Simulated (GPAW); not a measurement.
Crystal: MgS.

```
CELL_PARAMETERS angstrom
4.03462 0.00000 0.00000
-2.01731 3.49409 0.00000
0.00000 0.00000 6.43229
ATOMIC_POSITIONS crystal
S 0.66667 0.33333 0.87924
S 0.33333 0.66667 0.37924
Mg 0.33333 0.66667 0.99575
Mg 0.66667 0.33333 0.49575
```

The cell comes from a database or a generator and needn't be the stable form of this composition.

Base run:

- Program: GPAW 26.7.0
- Functional: LDA
- Potentials or basis: the program's PAW data sets (release 1.2.1) made for this functional
- Cutoff: 800 eV
- Basis: pw
- k mesh: 5 × 5 × 3
- Occupations: fermi-dirac, width 0.05 eV
- Spin: no spin polarisation

Its results: band gap on the k mesh 3.15 eV, direct; pressure -2.1 GPa; largest force 0.051 eV/Å.

Q: The run is repeated on the same cell with these changes: functional from LDA to r2SCAN; potentials or basis from the program's PAW data sets (release 1.2.1) made for this functional to GPAW PAW data sets (gpaw-data 1.2.1). What comes out?

A: Band gap on the k mesh 4.12 eV, direct; pressure 0.1 GPa; largest force 0.054 eV/Å.

Caveats: the PAW data sets were made with another functional, which shifts forces and pressure a little (some runs).
